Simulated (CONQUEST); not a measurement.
Rh in CONQUEST: convergence with k mesh

Crystal: Rh.

```xyz
2
Lattice="2.6840 0.0000 0.0000 0.0000 2.6840 0.0000 0.0000 0.0000 3.7957" Properties=species:S:1:pos:R:3 pbc="T T T"
Rh    0.0016   -0.0205    0.0175
Rh    1.3336    1.3440    1.9008
```

The cell isn't the ideal one: atoms moved at random.

| Item | Value |
| --- | --- |
| Program | CONQUEST 1.3 |
| Task | convergence study |
| Functional | PBEsol |
| Potentials or basis | PseudoDojo NC PBEsol, DZP, grid cutoff 120 Ha |
| k mesh | 2 × 2 × 1 |
| Occupations | fermi-dirac, width 0.05 eV |
| Spin | no spin polarisation |

These are the settings of the first run; the series varies k mesh, with any setting tied to it.

Hardware: 1 thread of INTEL(R) XEON(R) PLATINUM 8581C CPU @ 2.10GHz (Emerald Rapids), with other jobs on the host.

The values tried are 2 × 2 × 1, 2 × 2 × 2, 3 × 3 × 3, 4 × 4 × 3, 6 × 6 × 4, 7 × 7 × 5, 8 × 8 × 6, 10 × 10 × 7, 12 × 12 × 9, 14 × 14 × 10, loosest first. From which on does the largest force stay within 0.005 eV/Å of the tightest run that finished?

From 10 × 10 × 7 on.

```csv
k mesh,"energy less the tightest run, at zero smearing (meV/atom)",pressure (GPa),largest force (eV/Å),SCF cycles,CPU time (s),peak memory (GiB)
2 × 2 × 1,377.17,13.55,-,11,38,0.65
2 × 2 × 2,1087.87,16.32,0.095,14,43,0.65
3 × 3 × 3,530.19,10.07,0.137,8,34,0.65
4 × 4 × 3,-131.84,-1.42,0.320,7,35,0.65
6 × 6 × 4,21.25,1.51,0.227,7,46,0.65
7 × 7 × 5,-22.44,0.45,0.287,7,49,0.65
8 × 8 × 6,8.22,1.35,0.233,7,69,0.65
10 × 10 × 7,1.74,1.09,0.262,7,93,0.65
12 × 12 × 9,-2.10,0.95,0.261,7,150,0.65
14 × 14 × 10,0.00,1.06,0.261,7,220,0.65
```

Not settled before the last step: the energy (to 1 meV/atom), the pressure (to 0.1 GPa). Meshes of other sizes hit other points, so gaps and Fermi surfaces needn't settle smoothly. The tightest run that finished is the yardstick and may itself not be fully converged.

Caveat, for the tightest run too: the basis of atomic orbitals isn't converged, which shifts pressures, moduli and gaps.
